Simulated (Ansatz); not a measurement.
The system is CuO.

```xyz
4
Lattice="2.3446 -1.7134 0.0000 2.3446 1.7134 0.0000 -0.8605 0.0000 5.0594" Properties=species:S:1:pos:R:3 pbc="T T T"
Cu    1.1723    0.8457    0.0000
Cu    0.7420   -0.8457    2.5297
O     2.0724   -0.2841    1.2836
O     1.6421    0.2841    3.8133
```

Base run:

```yaml
Program: Ansatz 0.2.0
Functional: LDA
Potentials_or_basis: Ansatz PAW
Cutoff: 420 eV
Density_cutoff: 1680 eV
k_mesh: 10 × 10 × 5
Occupations: fermi-dirac, width 0.05 eV
Spin: no spin polarisation
Hubbard_terms: Cu d U = 4.5 eV
```

Its results: band gap on the k mesh none (metal or under the smearing width); pressure -7.4 GPa; largest force 0.773 eV/Å.

**Question.** The run is repeated on the same cell with these changes: functional from LDA to r2SCAN; cutoff from 420 eV to 500 eV; density cutoff from 1680 eV to 2000 eV. What comes out?

**Answer.** Band gap on the k mesh none (metal or under the smearing width); pressure 0.6 GPa; largest force 0.796 eV/Å.

Caveats: the run has no spin polarisation, though such a crystal can be magnetic; U without spin polarisation on a metal has little footing; the PAW data sets come from PBE, with cores solved anew for the run's functional, which leaves a small shift of forces and pressure.

Not every run made on this cell is shown here.
